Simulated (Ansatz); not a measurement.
**WC in Ansatz: the effect of functional**

WC:

```
W C
1.0
     0.00000    2.23569    2.23569
     2.23569    0.00000    2.23569
     2.23569    2.23569    0.00000
W C
1 1
Direct
  0.00000 0.00000 0.00000
  0.50000 0.50000 0.50000
```

Measurements of this composition are mostly on another form, of space group No. 187.

The cell isn't the ideal one: volume scaled by 1.06.

Alike in all runs:

| Quantity | Value |
| --- | --- |
| Program | Ansatz 0.2.0 |
| Task | single point |
| Potentials or basis | Ansatz PAW |
| k mesh | 10 × 10 × 10 |
| Occupations | fermi-dirac, width 0.05 eV |
| Spin | no spin polarisation |

```tsv
functional	cutoff	pressure (GPa)
LDA	420 eV (not typed: the program's choice for these potentials)	-33.2
PBEsol	420 eV (not typed: the program's choice for these potentials)	?
r2SCAN	500 eV (not typed: the program's choice for these potentials)	-23.8
```

**Question.** What does the run with functional PBEsol give?

**Answer.** Pressure -27.9 GPa.

Caveats: the PAW data sets come from PBE, with cores solved anew for the run's functional, which leaves a small shift of forces and pressure.

Runs at the PBE level aren't shown here.
